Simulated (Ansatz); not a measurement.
**TiO2 in Ansatz: the effect of target pressure**

Crystal: TiO2.

```
Ti O
1.0
     4.59984    0.00000    0.00000
     0.00000    4.59984    0.00000
     0.00000    0.00000    2.95921
Ti O
2 4
Cartesian
  0.0000 0.0000 1.4796
  2.2999 2.2999 0.0000
  1.3998 1.3998 1.4796
  0.9001 3.6997 0.0000
  3.6997 0.9001 0.0000
  3.2000 3.2000 1.4796
```

The cell is a database's computed one.

Alike in all runs:

| Item | Value |
| --- | --- |
| Program | Ansatz 0.2.0 |
| Task | relaxation of cell and atoms |
| Functional | PBE |
| Potentials or basis | Ansatz PAW |
| Cutoff | 420 eV (not typed: the program's choice for these potentials) |
| k mesh | 6 × 6 × 9 |
| Occupations | fermi-dirac, width 0.05 eV |
| Spin | no spin polarisation |

Each run relaxes the cell or the atoms first.

```tsv
target pressure	relaxed volume (Å³/atom)	gap on the mesh (eV)
0 GPa	10.65	1.86
2 GPa	10.55	1.86
5 GPa	?	?
10 GPa	10.19	1.89
20 GPa	9.83	1.94
30 GPa	9.53	1.99
```

What does the run with target pressure 5 GPa give?

Relaxed volume 10.41 Å³/atom; gap on the mesh 1.87 eV.

Worked out: In Murnaghan's law V^(-B') rises as a straight line in P. The other rows fit best with B' = 4.9, V0 = 10.65 Å³/atom and B0 = 203 GPa, which gives 10.41 Å³/atom at 5 GPa, against the run's 10.41. A straight line through the other rows of the gap on the mesh, of slope 0.00445 eV per GPa, gives 1.88 eV, against the run's 1.87.

Caveats: odd divisions of the mesh miss points on the zone boundary, where band edges often lie, so the gap on the mesh can be too wide; the plane-wave basis is chosen anew once the cell has moved, so the energies of steps on either side of that aren't comparable.

A k mesh can miss the band edges.
